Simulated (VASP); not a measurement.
# WSe2 (P6_3/mmc) in VASP: further runs

Runs on WSe2. Level: PBEsol. Tasks: relaxation of shape and atoms at fixed volume.

All numbers are computed with VASP 6.6.1; they aren't measurements. Logs are shortened: lines on timing, memory, paths and dates and some standing lists are left out, and cuts for length are marked.

### Step 1. The undisturbed crystal

Symmetry: P6_3/mmc, No. 194, hexagonal system. The conventional cell has a = 3.290 Å, b = 3.290 Å, c = 12.970 Å, α = 90.00°, β = 90.00°, γ = 120.00°. Around W (site symmetry -6m2) lie 6 Se at 2.53 Å. Se (site symmetry 3m) is surrounded by 3 W at 2.53 Å.

### Step 2. Relaxation of shape and atoms at fixed volume, PBEsol (a relaxed cell with its volume scaled by 0.94)

INCAR

```
PREC = Accurate
ENCUT = 600
EDIFF = 1E-7
ISMEAR = 0
SIGMA = 0.03
LREAL = False
LASPH = True
NELM = 80
ALGO = Normal
ISIF = 4
LWAVE = False
LCHARG = False
GGA = PS
IBRION = 2
NSW = 40
EDIFFG = -0.01
KPAR = 2
```

KPOINTS

```
regular mesh
0
Gamma
  9 9 2
```

POSCAR

```
WSe2                                    
1.0
    3.2067425354      0.0000000000      0.0000000000
   -1.6033712678      2.7771204991      0.0000000000
    0.0000000000      0.0000000000     12.9502928881
  W               Se            
     2     4
Direct
     0.3333333332999970    0.6666666667000030    0.2500000000000000
     0.6666666667000030    0.3333333332999970    0.7500000000000000
     0.3333333332999970    0.6666666667000030    0.6231728638109004
     0.6666666667000030    0.3333333332999970    0.1231728638109004
     0.3333333332999970    0.6666666667000030    0.8768271361890996
     0.6666666667000030    0.3333333332999970    0.3768271361890996
```

Potentials or basis: VASP PAW PBE potentials, release 64 (W_sv, Se).

On the command line:

```sh
$ cat potpaw_PBE.64/W_sv/POTCAR potpaw_PBE.64/Se/POTCAR > POTCAR
$ mpirun -np 2 vasp_std > vasp.out
```

OUTCAR:

```text
PREC = Accurate
   ENCUT = 600
   EDIFF = 1E-7
   ISMEAR = 0
   LREAL = False
   LASPH = True
   NELM = 80
   ISIF = 4
   GGA = PS
   IBRION = 2
   NSW = 40
   EDIFFG = -0.01

 ion  position               nearest neighbor table
   1  0.333  0.667  0.250-   4 2.47   6 2.47   4 2.47   6 2.47   4 2.47   6 2.47
   2  0.667  0.333  0.750-   3 2.47   5 2.47   3 2.47   5 2.47   3 2.47   5 2.47
   3  0.333  0.667  0.623-   2 2.47   2 2.47   2 2.47
   4  0.667  0.333  0.123-   1 2.47   1 2.47   1 2.47
   5  0.333  0.667  0.877-   2 2.47   2 2.47   2 2.47
   6  0.667  0.333  0.377-   1 2.47   1 2.47   1 2.47

  LATTYP: Found a hexagonal cell.
 ALAT       =     3.2067425354
 C/A-ratio  =     4.0384573271

  Lattice vectors:

 A1 = (   3.2067425354,   0.0000000000,   0.0000000000)
 A2 = (  -1.6033712678,   2.7771204991,   0.0000000000)
 A3 = (   0.0000000000,   0.0000000000,  12.9502928881)

Analysis of symmetry for initial positions (statically):
=====================================================================
 Subroutine PRICEL returns:
 Original cell was already a primitive cell.

 Routine SETGRP: Setting up the symmetry group for a
 hexagonal supercell.

 Subroutine GETGRP returns: Found 24 space group operations
 (whereof 12 operations were pure point group operations)
 out of a pool of 24 trial point group operations.

The static configuration has the point symmetry D_3d.
 The point group associated with its full space group is D_6h.

Analysis of symmetry for dynamics (positions and initial velocities):
=====================================================================
 Subroutine PRICEL returns:
 Original cell was already a primitive cell.

 Routine SETGRP: Setting up the symmetry group for a
 hexagonal supercell.

 Subroutine GETGRP returns: Found 24 space group operations
 (whereof 12 operations were pure point group operations)
 out of a pool of 24 trial point group operations.

The dynamic configuration has the point symmetry D_3d.
 The point group associated with its full space group is D_6h.

 Subroutine INISYM returns: Found 24 space group operations
 (whereof 12 operations are pure point group operations),
 and found     1 'primitive' translations

----------------------------------------------------------------------------------------

                                     Primitive cell

  volume of cell :     115.3290

  direct lattice vectors                    reciprocal lattice vectors
     3.206742535  0.000000000  0.000000000     0.311842934  0.180042602  0.000000000
    -1.603371268  2.777120499  0.000000000     0.000000000  0.360085203  0.000000000
     0.000000000  0.000000000 12.950292888     0.000000000  0.000000000  0.077218331

  length of vectors
     3.206742535  3.206742535 12.950292888     0.360085203  0.360085203  0.077218331

  position of ions in fractional coordinates (direct lattice)
     0.333333333  0.666666667  0.250000000
     0.666666667  0.333333333  0.750000000
     0.333333333  0.666666667  0.623172864
     0.666666667  0.333333333  0.123172864
     0.333333333  0.666666667  0.876827136
     0.666666667  0.333333333  0.376827136

  ion indices of the primitive-cell ions
   primitive index   ion index
                 1           1
                 2           2
                 3           3
                 4           4
                 5           5
                 6           6

----------------------------------------------------------------------------------------

 KPOINTS: regular mesh

Automatic generation of k-mesh.
 Grid dimensions read from file:
 generate k-points for:    9    9    2

 Generating k-lattice:

  Cartesian coordinates                     Fractional coordinates (reciprocal lattice)
     0.034649215  0.020004734  0.000000000     0.111111111  0.000000000  0.000000000
     0.000000000  0.040009467  0.000000000     0.000000000  0.111111111  0.000000000
     0.000000000  0.000000000  0.038609165     0.000000000  0.000000000  0.500000000

  Length of vectors
     0.040009467  0.040009467  0.038609165

  Shift w.r.t. Gamma in fractional coordinates (k-lattice)
     0.000000000  0.000000000  0.000000000

 Subroutine IBZKPT returns following result:
 ===========================================

 Found     24 irreducible k-points:

 Following reciprocal coordinates:
            Coordinates               Weight
  0.000000  0.000000  0.000000      1.000000
  0.111111  0.000000  0.000000      6.000000
  0.222222 -0.000000  0.000000      6.000000
  0.333333  0.000000  0.000000      6.000000
  0.444444 -0.000000  0.000000      6.000000
  0.111111  0.111111  0.000000      6.000000
[... 16 lines left out ...]
  0.333333  0.222222  0.500000     12.000000
  0.333333  0.333333  0.500000      2.000000
   k-points           NKPTS =     24   k-points in BZ     NKDIM =     24   number of bands    NBANDS=     31
   number of dos      NEDOS =    301   number of ions     NIONS =      6
   total plane-waves  NPLWV =  84672
   dimension x,y,z NGX =    28 NGY =   28 NGZ =  108
   dimension x,y,z NGXF=    56 NGYF=   56 NGZF=  216
   ions per type =               2   4
   NGX,Y,Z   is equivalent  to a cutoff of  14.52, 14.52, 13.86 a.u.
   NGXF,Y,Z  is equivalent  to a cutoff of  29.03, 29.03, 27.73 a.u.
 SYSTEM =  unknown system
   PREC   = accura    normal or accurate (medium, high low for compatibility)
   ISTART =      0    job   : 0-new  1-cont  2-samecut
   ICHARG =      2    charge: 1-file 2-atom 10-const
   ISPIN  =      1    spin polarized calculation?
   LNONCOLLINEAR =      F non collinear calculations
   LSORBIT =      F    spin-orbit coupling
   LASPH  =      T    aspherical Exc in radial PAW
   ENCUT  =  600.0 eV  44.10 Ry    6.64 a.u.   6.40  6.40 25.86*2*pi/ulx,y,z
   NELM   =     80;   NELMIN=  2; NELMDL= -5     # of ELM steps
   EDIFF  = 0.1E-06   stopping-criterion for ELM
   LREAL  =      F    real-space projection
   EDIFFG = -.1E-01   stopping-criterion for IOM
   NSW    =     40    number of steps for IOM
   IBRION =      2    ionic relax: 0-MD 1-quasi-New 2-CG
   NFREE  =      1    steps in history (QN), initial steepest desc. (CG)
   ISIF   =      4    stress and relaxation
   ISYM   =      2    0-nonsym 1-usesym 2-fastsym
   POTIM  = 0.5000    time-step for ionic-motion
   TEBEG  =    0.0;   TEEND  =   0.0 temperature during run
   PSTRESS=    0.0 pullay stress
   NELECT =      52.0000    total number of electrons
   NUPDOWN=      -1.0000    fix difference up-down
   EMIN   =  10.00;   EMAX   =-10.00  energy-range for DOS
   EFERMI =   0.00;   METHOD = LEGACY
   ISMEAR =     0;   SIGMA  =   0.03  broadening in eV -4-tet -1-fermi 0-gaus
   EFERMI_NEDOS =   21; number of points for ismear=-14 and -15
   IALGO  =     38    algorithm
   IMIX   =      4    mixing-type and parameters
     AMIX     =   0.40;   BMIX     =  1.00
     AMIX_MAG =   1.60;   BMIX_MAG =  1.00
  volume/ion in A,a.u.               =      19.22       129.71
  Fermi-wavevector in a.u.,A,eV,Ry     =   1.255345  2.372258 21.441304  1.575891
  Thomas-Fermi vector in A             =   2.389106
   LORBIT       =      0    0 simple, 1 ext, 2 COOP (PROOUT), +10 PAW based schemes
   GGA     = PS    functional components
   LHFCALC =     F    Hartree Fock is set to
   AEXX    =    0.0000 exact exchange contribution
   IVDW    =     0    specifies the selected vdW correction
   LEPSILON=     F    determine dielectric tensor
   LRPA    =     F    only Hartree local field effects (RPA)
 conjugate gradient relaxation of ions
 non-spin polarized calculation
 Gauss-broadening in eV      SIGMA  =   0.03
  energy-cutoff  :      600.00
  volume of cell :      115.33
 maximum number of plane-waves:      3887
 NGX is ok and might be reduce to    28
   NGX = 13   NGY = 13   NGZ = 51

--------------------------------------- Ionic step        1  -------------------------------------------

 number of electron      51.9999998 magnetization

 Free energy of the ion-electron system (eV)
  ---------------------------------------------------
  ext. energy  EPLUGINS =         0.00000000
  ---------------------------------------------------
  free energy    TOTEN  =       -46.33145594 eV

  energy without entropy =      -46.33145594  energy(sigma->0) =      -46.33145594

------------------------ aborting loop because EDIFF is reached ----------------------------------------

  FORCE on cell =-STRESS in cart. coord.  units (eV):
  Direction    XX          YY          ZZ          XY          YZ          ZX
  --------------------------------------------------------------------------------------
  -------------------------------------------------------------------------------------
  Total        6.8746850      6.8746850      8.0237409     -0.0000000      0.0000000     -0.0000000
  in kB       95.5047514     95.5047514    111.4677086     -0.0000000      0.0000000     -0.0000000
  external PRESSURE =     100.8257371 kB  Pullay stress =       0.0000000 kB

 VOLUME and BASIS-vectors are now :
 -----------------------------------------------------------------------------
  energy-cutoff  :      600.00
  volume of cell :      115.33
      direct lattice vectors                 reciprocal lattice vectors
     3.206742535  0.000000000  0.000000000     0.311842934  0.180042602  0.000000000
    -1.603371268  2.777120499  0.000000000     0.000000000  0.360085203  0.000000000
     0.000000000  0.000000000 12.950292888     0.000000000  0.000000000  0.077218331

 POSITION                                       TOTAL-FORCE (eV/Angst)
 -----------------------------------------------------------------------------------
     -0.00000      1.85141      3.23757        -0.000000     -0.000000     -0.000000
      1.60337      0.92571      9.71272         0.000000      0.000000     -0.000000
     -0.00000      1.85141      8.07027        -0.000000     -0.000000     -1.150244
      1.60337      0.92571      1.59512        -0.000000      0.000000     -1.150244
     -0.00000      1.85141     11.35517        -0.000000     -0.000000      1.150244
      1.60337      0.92571      4.88002        -0.000000      0.000000      1.150244
 -----------------------------------------------------------------------------------
    total drift:                               -0.000000      0.000000     -0.000000
[... 230 lines left out ...]
 POSITION                                       TOTAL-FORCE (eV/Angst)
 -----------------------------------------------------------------------------------
     -0.00000      1.87495      3.15680        -0.000000      0.000000      0.000000
      1.62376      0.93748      9.47039        -0.000000      0.000000      0.000000
     -0.00000      1.87495      7.78832         0.000000      0.000000      0.017195
      1.62376      0.93748      1.47473         0.000000     -0.000000      0.017195
     -0.00000      1.87495     11.15246         0.000000      0.000000     -0.017195
      1.62376      0.93748      4.83886         0.000000     -0.000000     -0.017195
 -----------------------------------------------------------------------------------
    total drift:                               -0.000000      0.000000     -0.000000

  FREE ENERGIE OF THE ION-ELECTRON SYSTEM (eV)
  ---------------------------------------------------
  free  energy   TOTEN  =       -46.5002173524 eV

  energy  without entropy=      -46.5002173524  energy(sigma->0) =      -46.50021735

--------------------------------------- Ionic step        8  -------------------------------------------

 number of electron      52.0000002 magnetization

 Free energy of the ion-electron system (eV)
  ---------------------------------------------------
  ext. energy  EPLUGINS =         0.00000000
  ---------------------------------------------------
  free energy    TOTEN  =       -46.50024991 eV

  energy without entropy =      -46.50024991  energy(sigma->0) =      -46.50024991

 E-fermi :   7.0204     XC(G=0): -11.2260

 val. band max:        6.7766235913   @ k =   0.0000   0.0000   0.0000
 cond. band min:       7.6849428596   @ k =   0.2222   0.1111   0.0000
 fundamental gap:      0.9083192682
 Fermi energy:         7.0204193584

 k-point     1 :       0.0000    0.0000    0.0000
  band No.  band energies     occupation
      1     -67.5018      2.00000
      2     -67.5018      2.00000
      3     -31.7844      2.00000
      4     -31.7844      2.00000
      5     -31.6126      2.00000
      6     -31.6126      2.00000
[... 23 lines left out ...]
     30       9.5317      0.00000
     31       9.5388      0.00000
[... 793 lines left out ...]
 VOLUME and BASIS-vectors are now :
 -----------------------------------------------------------------------------
  energy-cutoff  :      600.00
  volume of cell :      115.33
      direct lattice vectors                 reciprocal lattice vectors
     3.247611677 -0.000000000 -0.000000000     0.307918587  0.177776879  0.000000000
    -1.623805838  2.812514214  0.000000000     0.000000000  0.355553759  0.000000000
    -0.000000000 -0.000000000 12.626401269     0.000000000 -0.000000000  0.079199130

 POSITION                                       TOTAL-FORCE (eV/Angst)
 -----------------------------------------------------------------------------------
     -0.00000      1.87501      3.15660         0.000000     -0.000000      0.000000
      1.62381      0.93750      9.46980        -0.000000     -0.000000      0.000000
     -0.00000      1.87501      7.78872         0.000000      0.000000     -0.000484
      1.62381      0.93750      1.47552        -0.000000      0.000000     -0.000484
     -0.00000      1.87501     11.15088         0.000000      0.000000      0.000484
      1.62381      0.93750      4.83768        -0.000000      0.000000      0.000484
 -----------------------------------------------------------------------------------
    total drift:                               -0.000000      0.000000     -0.000000

  FREE ENERGIE OF THE ION-ELECTRON SYSTEM (eV)
  ---------------------------------------------------
  free  energy   TOTEN  =       -46.5002499062 eV

  energy  without entropy=      -46.5002499062  energy(sigma->0) =      -46.50024991

 reached required accuracy - stopping structural energy minimisation
```

It took 2.5 min on 2 MPI ranks of Intel Xeon 6975P-C (Granite Rapids), shared host; peak memory 0.31 GiB.

What came out:

| Item | Value |
| --- | --- |
| Free energy | -46.5002 eV |
| Energy gained by relaxing | 28.1 meV/atom |
| Ionic steps | 8 |
| Pressure after relaxing | 2.6 GPa |
| Band gap on the k mesh | 0.91 eV, indirect (least direct gap 1.64 eV) |

Step by step:
| step | energy change (eV) | largest force (eV/Å) | pressure (GPa) |
| --- | --- | --- | --- |
| 1 | 0.0000 | 1.1502 | 10.08 |
| 2 | -0.1083 | 0.0659 | 4.19 |
| 3 | -0.1111 | 0.0911 | 4.95 |
| 4 | -0.1554 | 0.0635 | 3.75 |
| 5 | -0.1687 | 0.0316 | 2.77 |
| 6 | -0.1687 | 0.0301 | 2.72 |
| 7 | -0.1688 | 0.0172 | 2.50 |
| 8 | -0.1688 | 0.0005 | 2.58 |

Final structure:
```cif
data_structure
_symmetry_space_group_name_H-M 'P 1'
_symmetry_Int_Tables_number 1
_cell_length_a 3.2476
_cell_length_b 3.2476
_cell_length_c 12.6264
_cell_angle_alpha 90.000
_cell_angle_beta 90.000
_cell_angle_gamma 120.000
_cell_volume 115.33
loop_
_atom_site_label
_atom_site_type_symbol
_atom_site_fract_x
_atom_site_fract_y
_atom_site_fract_z
_atom_site_occupancy
W1 W 0.33333 0.66667 0.25000 1
W2 W 0.66667 0.33333 0.75000 1
Se1 Se 0.33333 0.66667 0.61686 1
Se2 Se 0.66667 0.33333 0.11686 1
Se3 Se 0.33333 0.66667 0.88314 1
Se4 Se 0.66667 0.33333 0.38314 1
```

Caveat: the PAW data sets were made with another functional, which shifts forces and pressure a little; spin-orbit coupling is left out, which moves the levels of the heavy elements; an odd mesh through Γ misses points on the zone boundary, where band edges often lie; this functional lacks dispersion, which binds the layers, so the pressure and a relaxed spacing across them are unreliable.

### Step 3. Relaxation of shape and atoms at fixed volume, PBEsol (a relaxed cell with its volume scaled by 0.96)

INCAR is that of step 2.

KPOINTS is that of step 2.

POSCAR: that of step 2 with these lines changed.

```diff
@@ -2,5 +2,5 @@
 1.0
-    3.2067425354      0.0000000000      0.0000000000
-   -1.6033712678      2.7771204991      0.0000000000
-    0.0000000000      0.0000000000     12.9502928881
+    3.2293259734      0.0000000000      0.0000000000
+   -1.6146629868      2.7966783301      0.0000000000
+    0.0000000000      0.0000000000     13.0414951387
   W               Se
```

Potentials or basis: VASP PAW PBE potentials, release 64 (W_sv, Se).

On the command line:

```sh
$ cat potpaw_PBE.64/W_sv/POTCAR potpaw_PBE.64/Se/POTCAR > POTCAR
$ mpirun -np 2 vasp_std > vasp.out
```

Run time: 2.2 min. Hardware: 2 MPI ranks of Intel Xeon 6975P-C (Granite Rapids), shared host; peak memory 0.33 GiB.

It converged, with:

```
Free energy                  : -46.5310 eV
Energy gained by relaxing    : 12.3 meV/atom
Ionic steps                  : 7
Pressure after relaxing      : 1.4 GPa
Largest force after relaxing : 0.009 eV/Å
Band gap on the k mesh       : 0.98 eV, indirect (least direct gap 1.61 eV)
```

Forces in eV/Å, atoms in the order of the input:
```
W    0.000  0.000  0.000
W    0.000  0.000  0.000
Se   0.000  0.000  0.009
Se   0.000  0.000  0.009
Se   0.000  0.000 -0.009
Se   0.000  0.000 -0.009
```

The path:
```
step  energy change (eV)  largest force (eV/Å)  pressure (GPa)
   1              0.0000                0.7356            6.36
   2             -0.0465                0.0182            2.77
   3             -0.0472                0.0616            3.15
   4             -0.0669                0.0405            2.34
   5             -0.0739                0.0164            1.56
   6             -0.0739                0.0154            1.53
   7             -0.0739                0.0090            1.41
```

Final structure:
```cif
data_structure
_symmetry_space_group_name_H-M 'P 1'
_symmetry_Int_Tables_number 1
_cell_length_a 3.2584
_cell_length_b 3.2584
_cell_length_c 12.8096
_cell_angle_alpha 90.000
_cell_angle_beta 90.000
_cell_angle_gamma 120.000
_cell_volume 117.78
loop_
_atom_site_label
_atom_site_type_symbol
_atom_site_fract_x
_atom_site_fract_y
_atom_site_fract_z
_atom_site_occupancy
W1 W 0.33333 0.66667 0.25000 1
W2 W 0.66667 0.33333 0.75000 1
Se1 Se 0.33333 0.66667 0.61886 1
Se2 Se 0.66667 0.33333 0.11886 1
Se3 Se 0.33333 0.66667 0.88114 1
Se4 Se 0.66667 0.33333 0.38114 1
```

Levels at points of the mesh, in eV from the valence-band top:
```csv
k point,band 22,band 23,band 24,band 25,band 26,band 27,band 28,band 29,band 30,band 31
"(0.00, 0.00, 0.00)",-1.43,-1.43,-1.26,-0.99,0.00,2.72,2.72,2.78,2.78,2.79
"(0.00, 0.00, 0.50)",-1.46,-1.46,-1.46,-0.22,-0.22,2.72,2.72,2.72,2.72,2.95
```

Caveat: the PAW data sets were made with another functional, which shifts forces and pressure a little; spin-orbit coupling is left out, which moves the levels of the heavy elements; an odd mesh through Γ misses points on the zone boundary, where band edges often lie; this functional lacks dispersion, which binds the layers, so the pressure and a relaxed spacing across them are unreliable.
